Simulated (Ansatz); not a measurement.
## Ligand exchange: C3H9MgN + C2H5NO → C2H8MgN2 + C3H6O

Species: C3H9MgN `[CH3][Mg][N](C)C`, singlet; C2H5NO `CC(N)=O`, singlet; C2H8MgN2 `C[N](C)[Mg][NH2]`, singlet; C3H6O (acetone) `CC(C)=O`, singlet. The partners trade CH3 for NH2: Mg–CH3 and C–NH2 bonds give way to Mg–NH2 and C–CH3.

Shapes, held fixed at every level: PBE0-D4/def2-TZVP. Flexible molecules stand in one conformer, not always the lowest. Programs: Ansatz 0.2.0. Electronic energies: no zero-point or thermal term.

Estimate ΔE of this reaction.

The highest level, CCSD(T)/def2-TZVPP, gives ΔE = -26.2 kJ/mol; the levels span -26.9 to -14.6. The column of differences is taken from that level and isn't an error. No measured value is set beside it here. Outer-core shells of Mg are correlated in most correlated rows, in sets that cover them unevenly.

```json
{"level": "HF/def2-SVP", "kind": "Hartree–Fock", "ΔE (kJ/mol)": "-22.0", "less CCSD(T)/def2-TZVPP": "+4.2"}
{"level": "HF/def2-TZVPP", "kind": "Hartree–Fock", "ΔE (kJ/mol)": "-26.9", "less CCSD(T)/def2-TZVPP": "-0.7"}
{"level": "r2SCAN-D4/def2-TZVPP", "kind": "meta-GGA", "ΔE (kJ/mol)": "-14.6", "less CCSD(T)/def2-TZVPP": "+11.6"}
{"level": "B2PLYP/def2-TZVPP", "kind": "double hybrid", "ΔE (kJ/mol)": "-21.2", "less CCSD(T)/def2-TZVPP": "+5.0"}
{"level": "MP2/def2-SVP", "kind": "perturbation theory", "ΔE (kJ/mol)": "-25.2", "less CCSD(T)/def2-TZVPP": "+1.0"}
{"level": "MP2/def2-TZVPP", "kind": "perturbation theory", "ΔE (kJ/mol)": "-26.5", "less CCSD(T)/def2-TZVPP": "-0.3"}
{"level": "CCSD(T)/def2-SVP", "kind": "coupled cluster or CI", "ΔE (kJ/mol)": "-26.4", "less CCSD(T)/def2-TZVPP": "-0.2"}
{"level": "CCSD(T)/def2-TZVPP", "kind": "coupled cluster or CI", "ΔE (kJ/mol)": "-26.2", "less CCSD(T)/def2-TZVPP": "0.0"}
```
